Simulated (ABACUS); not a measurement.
Crystal: MgSe.

```
CELL_PARAMETERS angstrom
0.00000 2.72550 2.72550
2.72550 0.00000 2.72550
2.72550 2.72550 0.00000
ATOMIC_POSITIONS crystal
Se 0.50000 0.50000 0.50000
Mg 0.00000 0.00000 0.00000
```

Base run:

```yaml
Program: ABACUS 3.10.1
Functional: PBE
Potentials_or_basis: PseudoDojo NC SR 0.4.1 PBE standard
Cutoff: 1184 eV
Density_cutoff: 4735 eV
Basis: plane waves
k_mesh: 8 × 8 × 8
Occupations: fermi-dirac, width 0.05 eV
Spin: no spin polarisation
```

Its results: band gap on the k mesh 1.82 eV, indirect (least direct gap 2.60 eV); pressure 2.1 GPa.

The run is repeated on the same cell with these changes: cutoff from 1184 eV to 1361 eV; density cutoff from 4735 eV to 5442 eV; basis from plane waves to DZP LCAO (the cutoffs set its grid). What comes out?

Band gap on the k mesh 1.73 eV, indirect (least direct gap 2.59 eV); pressure 3.0 GPa.

Caveats: the atomic orbitals were generated for these runs and aren't a published set (some runs); the basis of atomic orbitals isn't converged, which shifts pressures, moduli and gaps (some runs).

A k mesh can miss the band edges.

Not every run made on this cell is shown here.
